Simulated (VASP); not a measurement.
A run of VASP 6.6.1 is set up as follows.

Contents of INCAR:

```
SYSTEM = CdS
PREC = Accurate ; ENCUT = 520
EDIFF = 1E-7 ; ISMEAR = 0
SIGMA = 0.02 ; LREAL = .False.
LASPH = .True. ; NELM = 100
ALGO = Normal ; ISIF = 2
LWAVE = .False. ; LCHARG = .False.
NBANDS = 16
```

The input KPOINTS:

```
Automatic mesh
0
Gamma
  8 8 8
  0 0 0
```

The input POSCAR:

```
CdS
1.0
    0.0000000000      3.0295137000      3.0295137000
    3.0295137000      0.0000000000      3.0295137000
    3.0295137000      3.0295137000      0.0000000000
Cd S
1 1
Direct
    0.0000000000      0.0000000000      0.0000000000
    0.7500000000      0.7500000000      0.7500000000
```

Potentials or basis: VASP PAW LDA potentials, release 64 (Cd, S).

Command:

```bash
$ cat potpaw_LDA.64/Cd/POTCAR potpaw_LDA.64/S/POTCAR > POTCAR
$ mpirun -np 1 vasp_std > vasp.out
```

What does it give for the pressure?

-7.1 GPa.

What does it give for the band gap on the k mesh?

0.64 eV, direct.
